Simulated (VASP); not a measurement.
**Ca: single point with r2SCAN**

Crystal: Ca.

```
CELL_PARAMETERS angstrom
-2.21563 2.21563 2.20579
2.21563 -2.21563 2.20579
2.21563 2.21563 -2.20579
ATOMIC_POSITIONS crystal
Ca 0.50000 0.50000 0.00000
```

This isn't the form of Ca at room conditions, which is fcc.

| Item | Value |
| --- | --- |
| Program | VASP 6.6.1 |
| Task | single point |
| Functional | r2SCAN |
| Potentials or basis | VASP PAW PBE potentials, release 64 (Ca_sv) |
| Cutoff | 520 eV |
| k mesh | 14 × 14 × 14 |
| Occupations | gaussian, width 0.1 eV |
| Spin | no spin polarisation |
| Dipole correction | no |
| Further INCAR settings | ALGO = Normal; EDIFF = 1e-07; NBANDS = 11 |

```json
{"Pressure": "0.1 GPa", "Band gap on the k mesh": "none (metal or under the smearing width)"}
```

Levels at points of the mesh, in eV from the Fermi level:
```csv
k point,band 3,band 4,band 5,band 6,band 7,band 8
"(0.00, 0.00, 0.00)",-23.93,-23.93,-4.28,2.61,2.63,2.63
"(0.50, 0.00, 0.00)",-23.97,-23.93,-0.85,-0.15,1.59,3.62
"(0.50, 0.50, 0.00)",-23.97,-23.92,-0.86,-0.17,1.62,3.59
"(0.50, 0.50, 0.50)",-24.02,-24.02,0.16,0.17,4.05,4.05
```

Run time: 4.5 min on 1 thread of Intel(R) Xeon(R) Platinum 8488C (Sapphire Rapids), on a shared host, peak memory 0.25 GiB.

Caveat: the PAW data sets were made with another functional, which shifts forces and pressure a little.
